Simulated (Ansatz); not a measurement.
# HgTe: the cost of one run

Method: DFT PBE+D3(BJ), scalar-relativistic, plane waves, PAW, unless a step names another level, in Ansatz 0.2.0.

2 further runs of the same task are left out: 1 that didn't finish, 1 set aside as unsound or not needed.

**1. The starting structure**

The structure is tetragonal, space group P4/nmm (No. 129). The conventional cell has a = 4.760 Å, b = 4.760 Å, c = 5.069 Å, α = 90.00°, β = 90.00°, γ = 90.00°. Around Hg (site symmetry -4m2) lie 4 Te at 2.95 Å and 4 Hg at 3.37 Å. Around Te (site symmetry 4mm) lie 4 Hg at 2.95 Å.

Structure file:

```
CELL_PARAMETERS angstrom
4.76019 0.00000 0.00000
0.00000 4.76019 0.00000
0.00000 0.00000 5.06913
ATOMIC_POSITIONS crystal
Hg 0.00000 0.00000 0.00000
Hg 0.50000 0.50000 0.00000
Te 0.00000 0.50000 0.34347
Te 0.50000 0.00000 0.65653
```

The cell was relaxed beforehand at this level, from a generated guess; it is a trial structure. At a tolerance of 0.05 Å it has space group P4/nmm (No. 129); it has 28.72 Å³/atom, an uncorrected energy of -0.00 eV/atom over the elements.

**2. Static run: bands, density of states and charges**

Input file input.yaml:

```yaml
crystal:
  lattice:
    - [4.7601888, 0.0, 0.0]
    - [0.0, 4.7601888, 0.0]
    - [0.0, 0.0, 5.0691338]
  atoms:
    - { symbol: Hg, position: [0.0, 0.0, 0.0] }
    - { symbol: Hg, position: [0.5, 0.5, 0.0] }
    - { symbol: Te, position: [0.0, 0.5, 0.343466] }
    - { symbol: Te, position: [0.5, 0.0, 0.656534] }
basis:
  ecutwfc: 420
kpoints:
  mp_grid: { grid: [10, 10, 10] }
  band_path:
    path:
      - [[0.0, 0.0, 0.0], [0.0, 0.5, 0.0], [0.5, 0.5, 0.0], [0.0, 0.0, 0.0], [0.0, 0.0, 0.5], [0.0, 0.5, 0.5], [0.5, 0.5, 0.5], [0.0, 0.0, 0.5]]
      - [[0.0, 0.5, 0.0], [0.0, 0.5, 0.5]]
      - [[0.5, 0.5, 0.0], [0.5, 0.5, 0.5]]
    npoints: 14
hamiltonian:
  xc: pbe
  dispersion: d3bj
scf:
  occupations: { method: gaussian, width: 0.1 }
  n_extra_bands: 10
output:
  forces: true
  stress: true
  eigenvalues: true
  populations: true
  dos: { projected: true, de: 0.02, nscf_kmesh: { grid: [12, 12, 12] } }
  bader: true
  write_density: true
  write_potential: true
  elf: true
  volumetric_format: npy
```

Run with:

```
$ ansatz run input.yaml --threads 1 --pin off --max-ram 3072MiB --backend cpu --events-out ev --progress --plain --runs-dir out
```

What time and memory should one allow on 1 thread of Arm Neoverse V1, shared host?

About 2.2 min, with a peak of 0.88 GiB.
